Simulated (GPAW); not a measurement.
CaF2 (Fluorite):

```
Ca F
1.0
     0.00000    2.73100    2.73100
     2.73100    0.00000    2.73100
     2.73100    2.73100    0.00000
Ca F
1 2
Direct
  0.00000 0.00000 0.00000
  0.75000 0.75000 0.75000
  0.25000 0.25000 0.25000
```

Program: GPAW 26.7.0. Alike in all runs: task band structure; no spin polarisation; cell as given; k mesh 8 × 8 × 8; cutoff (eV) 800; smearing fermi-dirac 0.05 eV.

Order these runs on this cell by their pressure, lowest first.
A. level PBEsol; potentials or basis PAW data sets generated in the run's folder for this functional, pw
B. level PBE; potentials or basis GPAW PAW data sets (gpaw-data 1.2.1), pw
C. level LDA; potentials or basis the program's PAW data sets (release 1.2.1) made for this functional, pw

C (-7.6 GPa), A (-3.0 GPa), B (1.1 GPa).
